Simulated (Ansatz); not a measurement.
# GaN: the cost of one run

Program: Ansatz 0.2.0. Level of theory: DFT PBE, scalar-relativistic, plane waves, PAW. These are calculated values, not measurements.

**1. The structure to begin with**

It takes space group F-43m (No. 216, cubic). Conventional cell: a = 4.507 Å, b = 4.507 Å, c = 4.507 Å, α = 90.00°, β = 90.00°, γ = 90.00°. Ga (site symmetry -43m) is surrounded by 4 N at 1.95 Å. N (site symmetry -43m) is surrounded by 4 Ga at 1.95 Å.

Structure file:

```xyz
2
Lattice="0.0000 2.2535 2.2535 2.2535 0.0000 2.2535 2.2535 2.2535 0.0000" Properties=species:S:1:pos:R:3 pbc="T T T"
Ga    0.0000    0.0000    0.0000
N     3.3803    3.3803    3.3803
```

It goes back to an entry of the Materials Project.

The cell is taken as given, not relaxed at this level.

**2. Zero of energy**

The reference gives a free energy of -4167.8981 eV, pressure 5.03 GPa, largest force 0.000 eV/Å and gap on the mesh 1.72 eV. It was computed beforehand with the settings of the runs below.

**3. Setting up biaxial against axial strain**

The cell is strained by p along both x and y and by q along z, with fractional coordinates fixed.

**4. Point p = -0.050, q = -0.050**

Contents of input.yaml:

```yaml
crystal:
  lattice:
    - [0.0, 2.1408255771, 2.1408255771]
    - [2.1408255771, 0.0, 2.1408255771]
    - [2.1408255771, 2.1408255771, 0.0]
  atoms:
    - { symbol: Ga, position: [0.0, 0.0, 0.0] }
    - { symbol: "N", position: [0.75, 0.75, 0.75] }
basis:
  ecutwfc: 420
kpoints:
  mp_grid: { grid: [10, 10, 10] }
hamiltonian:
  xc: pbe
scf:
  occupations: { method: gaussian, width: 0.05 }
output:
  forces: true
  stress: true
  eigenvalues: true
```

Started as:

```sh
$ ansatz run input.yaml --threads 1 --pin off --max-ram 2560MiB --backend cpu --events-out ev --progress --plain --runs-dir out
```

Q: Estimate wall time and peak memory on 1 thread of Arm Neoverse V1, shared host.

About 1.5 s, with a peak of 0.27 GiB.
